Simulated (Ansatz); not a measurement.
The system is ZnS.

```
Zn S
1.0
     0.00000    2.70200    2.70200
     2.70200    0.00000    2.70200
     2.70200    2.70200    0.00000
Zn S
1 1
Cartesian
  4.0530 4.0530 4.0530
  0.0000 0.0000 0.0000
```

Program: Ansatz 0.2.0. Alike in all runs: potentials or basis Ansatz PAW; no spin polarisation; cell as given.

Order these runs on this cell by their band gap on the k mesh, lowest first.
A. level RPBE; k mesh 9 × 9 × 9; cutoff (eV) 420; smearing gaussian 0.05 eV
B. level r2SCAN; k mesh 9 × 9 × 9; cutoff (eV) 500; smearing fermi-dirac 0.05 eV; points for each segment of the path 14
C. level HSEsol; k mesh 5 × 5 × 5; cutoff (eV) 420; smearing fermi-dirac 0.05 eV; points for each segment of the path 4
D. level PBE0; k mesh 5 × 5 × 5; cutoff (eV) 420; smearing fermi-dirac 0.05 eV; points for each segment of the path 4
E. level PBEsol; k mesh 9 × 9 × 9; cutoff (eV) 420; smearing gaussian 0.01 eV; points for each segment of the path 14

E (1.97 eV), A (2.28 eV), B (2.66 eV), C (3.19 eV), D (4.02 eV).

Caveats: odd divisions of the mesh miss points on the zone boundary, where band edges often lie, so the gap on the mesh can be too wide (some runs).

Runs at the PBE level aren't shown here.
